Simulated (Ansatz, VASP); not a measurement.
**SiC2 in VASP and in Ansatz**

```
Si C
1.0
     2.56050    0.00000    0.00000
    -1.28025    2.21746    0.00000
     0.00000    0.00000    8.91834
Si C
2 4
Direct
  0.33333 0.66667 0.75000
  0.66667 0.33333 0.25000
  0.33333 0.66667 0.97611
  0.33333 0.66667 0.52389
  0.66667 0.33333 0.47611
  0.66667 0.33333 0.02389
```

Alike in both runs: functional PBE; k mesh 6 × 6 × 2; occupations gaussian, width 0.1 eV; no spin polarisation.

Ansatz relaxed the structure, and its values are those at the end. VASP's run is a single point on that final structure, the one shown.

|  | VASP | Ansatz |
| --- | --- | --- |
| version | VASP 6.6.1 | Ansatz 0.2.0 |
| potentials or method | VASP PAW PBE potentials, release 64 (Si, C) | scalar-relativistic, plane waves, PAW |
| plane-wave cutoff (eV) | 520 | 420 |
| valence electrons in the cell | 24 | 24 |

VASP gave:

* gap on the k mesh at the Fermi level (eV): none
* pressure (GPa): -0.1
* rms of the force components (eV/Å): 0.004

Q: What did Ansatz give for the same quantities?

A: gap on the k mesh at the Fermi level (eV): none; pressure (GPa): -0.3; rms of the force components (eV/Å): 0.001.

A gap of «none» marks a metal or a gap that the smearing closes. With one functional, cell and mesh, what is left measures potentials, basis and numerics.

Caveats: the k mesh is coarse (spacing up to 0.47 Å⁻¹), so the values aren't converged.
